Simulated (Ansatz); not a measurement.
Phonons of ZrO$_{2}$ (tetragonal-ZrO2 type, space group P4_2/nmc) at Γ, X = (0.5, 0.0, 0.0), M = (0.5, 0.5, 0.0), Z = (0.0, 0.0, 0.5).

ZrO$_{2}$ (tetragonal-ZrO2 type, space group P4_2/nmc)

```xyz
6
Lattice="3.6210 0.0000 0.0000 0.0000 3.6210 0.0000 0.0000 0.0000 5.2828" Properties=species:S:1:pos:R:3 pbc="T T T"
Zr     0.0000     0.0000     0.0000
Zr     1.8105     1.8105     2.6414
O      0.0000     1.8105     1.0184
O      0.0000     1.8105     3.6598
O      1.8105     0.0000     1.6230
O      1.8105     0.0000     4.2644
```

All values below come from PBE (plane waves to 420 eV, PAW, scalar-relativistic; Ansatz, a program for electronic structure). Harmonic phonons by density-functional perturbation theory on a 8×8×6 k mesh, in cm⁻¹; i marks imaginary ones, q is in fractions of the reciprocal vectors of the cell shown, and the three acoustic modes at Γ are left out. The non-analytic (LO-TO) term is not included, so polar modes at Γ have their transverse values. This is a high-temperature form of ZrO2. ZrO2 is run without spin polarisation. ZrO2 was relaxed with its symmetry unable to fall.

```
q                                                                                         wavenumbers (cm⁻¹)
-------------------  ---------------------------------------------------------------------------------------
Γ                                   72 (×2), 122 (×2), 279, 300, 319, 411 (×2), 425 (×2), 572, 614, 619 (×2)
X = (0.5, 0.0, 0.0)  96 (×2), 135 (×2), 237 (×2), 271 (×2), 308 (×2), 374 (×2), 534 (×2), 538 (×2), 671 (×2)
M = (0.5, 0.5, 0.0)  86 (×2), 178 (×2), 179 (×2), 182 (×2), 261 (×2), 421 (×2), 517 (×2), 557 (×2), 689 (×2)
Z = (0.0, 0.0, 0.5)   24 (×2), 63 (×2), 134 (×2), 200 (×2), 380 (×2), 447 (×2), 470 (×2), 618 (×2), 618 (×2)
```

The structure shows no imaginary mode at these points (lowest 24 cm⁻¹ at Z = (0.0, 0.0, 0.5)); other wave vectors were not tested.

Highest mode: 689 cm⁻¹ at M = (0.5, 0.5, 0.0).
